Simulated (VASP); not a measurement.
Set up this calculation in VASP 6.6.1, as the native input.

- Task: relaxation of cell and atoms
- Functional: r2SCAN50
- Potentials or basis: VASP PAW PBE potentials, release 64 (Ni, O)
- Cutoff: 600 eV
- k mesh: 5 × 5 × 5
- Occupations: gaussian, width 0.05 eV
- Spin: collinear spin, ferromagnetic start
- Starting moments: [1.0, 0.0] μB
- Grid for exact exchange (PRECFOCK): Fast
- Exchange at q = 0: default
- Further INCAR settings: ALGO = Normal; EDIFF = 1e-06; IBRION = 2; EDIFFG = -0.02; NSW = 40; ISIF = 3

NiO:

```
CELL_PARAMETERS angstrom
0.00000 2.08590 2.08590
2.08590 0.00000 2.08590
2.08590 2.08590 0.00000
ATOMIC_POSITIONS crystal
Ni 0.00000 0.00000 0.00000
O 0.50000 0.50000 0.50000
```

These files were run (other wordings do the same):

POSCAR

```
NiO
1.0
    0.0000000000      2.0859016414      2.0859016414
    2.0859016414      0.0000000000      2.0859016414
    2.0859016414      2.0859016414      0.0000000000
Ni O
1 1
Direct
    0.0000000000      0.0000000000      0.0000000000
    0.5000000000      0.5000000000      0.5000000000
```

INCAR.step1

```
SYSTEM = NiO
ALGO = Normal
EDIFF = 1E-5
ENCUT = 600
GGA = PE
ISMEAR = 0
ISPIN = 2
LASPH = .TRUE.
LCHARG = .FALSE.
LMAXMIX = 4
LORBIT = 11
LREAL = .FALSE.
LWAVE = .TRUE.
MAGMOM = 1 0
NELM = 100
PREC = Accurate
SIGMA = 0.05
```

INCAR.step2

```
SYSTEM = NiO
AEXX = 0.5
ALGO = Normal
EDIFF = 1E-6
EDIFFG = -0.02
ENCUT = 600
IBRION = 2
ISIF = 3
ISMEAR = 0
ISPIN = 2
ISTART = 1
LASPH = .TRUE.
LCHARG = .FALSE.
LHFCALC = .TRUE.
LMAXMIX = 4
LMIXTAU = .TRUE.
LORBIT = 11
LREAL = .FALSE.
LWAVE = .FALSE.
MAGMOM = 1 0
METAGGA = R2SCAN
NELM = 100
NSW = 40
PREC = Accurate
PRECFOCK = Fast
SIGMA = 0.05
```

KPOINTS

```
k-points
0
G
  5 5 5
  0 0 0
```

Potentials or basis: VASP PAW PBE potentials, release 64 (Ni, O).

Launch:

```bash
$ cat potpaw_PBE.64/Ni/POTCAR potpaw_PBE.64/O/POTCAR > POTCAR
$ cp INCAR.step1 INCAR
$ mpirun -np 1 vasp_std > vasp.out
$ cp INCAR.step2 INCAR
$ mpirun -np 1 vasp_std > vasp.out
```

Results of the run:

The relaxed volume is 9.00 Å³/atom. The relaxed cell is a = 2.942 Å, b = 2.942 Å, c = 2.942 Å, α = 60.00°, β = 60.00°, γ = 60.00°, the space group after relaxing (to 0.05 Å) is Fm-3m (No. 225) and the energy gained by relaxing is 0.5 meV/atom. The ionic steps are 3. The pressure after relaxing is 0.1 GPa, the band gap on the k mesh is 7.86 eV, indirect (least direct gap 8.86 eV) and the net moment is 2.00 μB per cell. The site moments are Ni +1.82; O +0.17 μB and the valence electrons inside the program's atomic spheres are Ni 8.88; O 5.14.

Caveat: the k mesh is coarse (spacing up to 0.52 Å⁻¹), so the values aren't converged, least of all with exact exchange; the PAW data sets were made with another functional, which shifts forces and pressure a little; an odd mesh through Γ misses points on the zone boundary, where band edges often lie; a cell with one magnetic atom can't hold antiferromagnetic order, which such compounds often take.

It took 11 min on 1 thread of Intel(R) Xeon(R) Platinum 8559C (Emerald Rapids), on a shared host, peak memory 0.16 GiB.
